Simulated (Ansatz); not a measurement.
## InSe under changes of volume

One of the cells (29.237 Å³/atom); the others are scaled copies at fixed shape and fractional positions:

```
CELL_PARAMETERS angstrom
2.00000 1.15470 8.44000
-2.00000 1.15470 8.44000
0.00000 -2.30940 8.44000
ATOMIC_POSITIONS crystal
In 0.88860 0.88860 0.88860
In 0.00000 0.00000 0.00000
Se 0.17190 0.17190 0.17190
Se 0.38350 0.38350 0.38350
```

| Quantity | Value |
| --- | --- |
| Program | Ansatz 0.2.0 |
| Functional | PBEsol |
| Potentials or basis | Ansatz PAW |
| Cutoff | 420 eV (not typed: the program's choice for these potentials) |
| k mesh | 8 × 8 × 8 |
| Occupations | fermi-dirac, width 0.05 eV |
| Spin | no spin polarisation |

```tsv
volume (Å³/atom)	energy over the lowest point (meV/atom)	pressure (GPa)	gap on the mesh (eV)	largest force (eV/Å)
27.483	20.72	3.8	0.51	0.598
28.068	9.28	2.5	0.45	0.475
28.652	?	?	?	?
29.237	0.00	0.2	0.34	0.300
29.822	1.19	-0.8	0.29	0.221
30.406	5.71	-1.7	0.25	0.213
30.991	13.20	-2.4	0.21	0.338
```

Problem. What does the run at 28.652 Å³/atom give?

Solution. Energy over the lowest point 2.55 meV/atom; pressure 1.3 GPa; gap on the mesh 0.40 eV; largest force 0.385 eV/Å.

Worked out: A Birch-Murnaghan fit of order 3 (a polynomial in V^(-2/3)) to the other rows has its minimum at 29.33 Å³/atom with B0 = V·E''(V) = 50 GPa and B' = 4.7 at fixed shape and positions, which overstates the stiffness. It gives 2.55 meV/atom at 28.652 Å³/atom, against the run's 2.55, and -dE/dV = 1.3 GPa, against 1.3. A straight line through the other rows of the gap, of slope -2.52 eV per unit of ln V (its deformation potential), gives 0.40 eV, against the run's 0.40.

Energies are extrapolated to zero smearing.

Caveats: spin-orbit coupling is left out, which moves the levels of the heavy elements; the PAW data sets come from PBE, with cores solved anew for the run's functional, which leaves a small shift of forces and pressure.

A mesh can miss the band edges.
